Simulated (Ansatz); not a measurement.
## VO2: pressure against volume

VO2, P4_2/mnm, a = 4.482 Å, c = 3.025 Å. The compound has several low-lying forms, and this is one of them. Ansatz: PBE+U, PAW, 420 eV, Γ-centred 6×6×10 mesh on 6 atoms, Gaussian smearing 0.02 eV; U_eff V 3.25 eV; collinear spin, largest moment 0.9 μB. Shape and atoms are relaxed at each volume; pressure is positive in compression.

```tsv
V (Å³/atom)	P (GPa)
8.914	39.58
9.218	27.18
9.522	16.63
9.826	7.65
10.130	0.01
10.433	-6.48
10.737	?
11.143	-17.93
```

Problem. Take V0 = 10.130 Å³/atom, count pressures from its P0 = 0.01 GPa, fit the third-order Birch–Murnaghan form to the other rows, and predict the missing pressure.

Solution. With the Eulerian strain f = ½[(V0/V)^(2/3) − 1] and y = (P − P0)/[3f(1 + 2f)^(5/2)], the form is the line y = B0 + 1.5 B0 (B0′ − 4) f. Rows (f, y): 0.04450, 239.5; 0.03246, 238.4; 0.02106, 237.3; 0.01026, 235.9; -0.00973, 233.5; -0.03078, 227.7. Means f = 0.01129, y = 235.38; Σ(Δf)² = 0.003859, ΣΔfΔy = 0.5816; the slope is their ratio. y = 233.7 + 150.7 f GPa, so B0 = 233.7 GPa and B0′ = 4 + 2 × (150.7)/(3 × 233.7) = 4.43. At V = 10.737, f = -0.01903, y = 230.83 and P = -11.95 GPa. The run gave -11.98 GPa, so the fit is 0.03 GPa too high, within the rms miss on the fitted rows (0.08 GPa). Note that the largest moment runs from 0.79 to 0.93 μB along the series.

The largest moment runs from 0.79 to 0.93 μB along the series, so B0 and B0′ hold the change of the moment too.

The state reached may not be the lowest one. Moments started parallel, and an antiferromagnetic order may lie lower.

Cost: 8 runs of about 6.7 core-minutes in all, on Intel Xeon Platinum 8559C (Emerald Rapids) (shared hosts).